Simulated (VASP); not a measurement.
Wanted: the native input for a VASP 6.6.1 run.

```yaml
Task: relaxation of the atoms
Functional: PBE
Potentials_or_basis: VASP PAW PBE potentials, release 64 (Ta_pv, C_s)
Cutoff: 300 eV
k_mesh: 7 × 7 × 7
Occupations: methfessel-paxton, width 0.1 eV
Spin: no spin polarisation
Further_INCAR_settings: ALGO = Normal; EDIFF = 1e-07; IBRION = 2; EDIFFG = -0.01; NSW = 40
```

The structure of TaC lies in POSCAR:

```
TaC                                     
1.0
    0.0000000000      2.2806650373      2.2806650373
    2.2806650373      0.0000000000      2.2806650373
    2.2806650373      2.2806650373      0.0000000000
  Ta              C             
     1     1
Direct
     0.0000000000000000    0.0000000000000000    0.0000000000000000
     0.5000000000000000    0.5000000000000000    0.5000000000000000
```

The cell isn't the ideal one: a relaxed cell with its volume scaled by 1.06.

These files were run (other wordings do the same):

INCAR

```
ALGO     = Normal         # electronic algorithm
EDIFF    = 1E-7           # SCF threshold, eV
EDIFFG   = -0.01          # ionic threshold
ENCUT    = 300            # plane-wave cutoff, eV
GGA      = PE             # functional
IBRION   = 2              # ionic algorithm
ISIF     = 2              # what is computed and relaxed
ISMEAR   = 1              # smearing method
LASPH    = True           # aspherical terms in the spheres
LCHARG   = False          # write CHGCAR
LREAL    = False          # projectors in reciprocal space
LWAVE    = False          # write WAVECAR
NELM     = 80             # most SCF steps
NSW      = 40             # ionic steps
PREC     = Accurate       # precision mode
SIGMA    = 0.1            # smearing width, eV
```

KPOINTS

```
k-points
0
Gamma
  7 7 7
```

Potentials or basis: VASP PAW PBE potentials, release 64 (Ta_pv, C_s).

Launch:

```console
$ cat potpaw_PBE.64/Ta_pv/POTCAR potpaw_PBE.64/C_s/POTCAR > POTCAR
$ mpirun -np 1 vasp_std > vasp.out
```

It gave:

```yaml
Band_gap_on_the_k_mesh: none (metal or under the smearing width)
```

Caveat: the relaxation stopped at its first step, so nothing moved.

It took 3.9 s on 1 thread of Intel(R) Xeon(R) Platinum 8259CL CPU @ 2.50GHz (Skylake/Cascade Lake), with other jobs on the host, peak memory 0.12 GiB.
